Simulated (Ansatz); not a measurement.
Runs of Ansatz 0.2.0 on CdF2. Symmetry: Fm-3m, No. 225, cubic system. The conventional cell has a = 5.388 Å, b = 5.388 Å, c = 5.388 Å, α = 90.00°, β = 90.00°, γ = 90.00°. Cd (site symmetry m-3m) has 8 F at 2.33 Å as nearest neighbours. F (site symmetry -43m) is surrounded by 4 Cd at 2.33 Å. 

| task | potentials or basis | cell | cutoff (eV) | basis error allowed | gap on the mesh (eV) | pressure (GPa) |
| --- | --- | --- | --- | --- | --- | --- |
| band structure | all-electron PAW datasets made for the crystal | as given | 340 | - | 2.96 | -0.2 |
| relaxation of cell and atoms | all-electron LAPW, scalar-relativistic | relaxed to 30 GPa | - | 0.002 eV/atom | 3.59 | 30.0 |
| band structure | all-electron LAPW, scalar-relativistic | as given | 293 | 0.002 eV/atom | 2.96 | -0.2 |
| relaxation of cell and atoms | all-electron LAPW, scalar-relativistic | relaxed to 10 GPa | - | 0.002 eV/atom | 3.23 | 10.0 |
| band structure | all-electron LAPW, non-relativistic | as given | 293 | 0.002 eV/atom | 3.63 | 1.0 |
| band structure | all-electron LAPW, inner shells corrected to Dirac's equation | as given | 293 | 0.002 eV/atom | 2.96 | -0.2 |
| relaxation of cell and atoms | all-electron LAPW, scalar-relativistic | relaxed to 20 GPa | - | 0.002 eV/atom | (a) | 20.0 |
| relaxation of cell and atoms | all-electron LAPW, scalar-relativistic | relaxed to 5 GPa | - | 0.002 eV/atom | (b) | 5.0 |
| relaxation of cell and atoms | all-electron LAPW, scalar-relativistic | relaxed | - | 0.002 eV/atom | 2.96 | 0.0 |

Alike in all rows: level PBEsol; no spin polarisation; k mesh 9 × 9 × 9; smearing fermi-dirac 0.05 eV.

Question: Fill in the values left out.

Answer: (a) 3.43; (b) 3.11.

Caveats: an odd mesh through Γ misses points on the zone boundary, where band edges often lie (some runs); relativity is left out, which matters for the heavier elements (some runs).

A k mesh can miss the band edges, and the runs leave out spin-orbit coupling on Cd.

The runs don't all hold the same shells in valence.
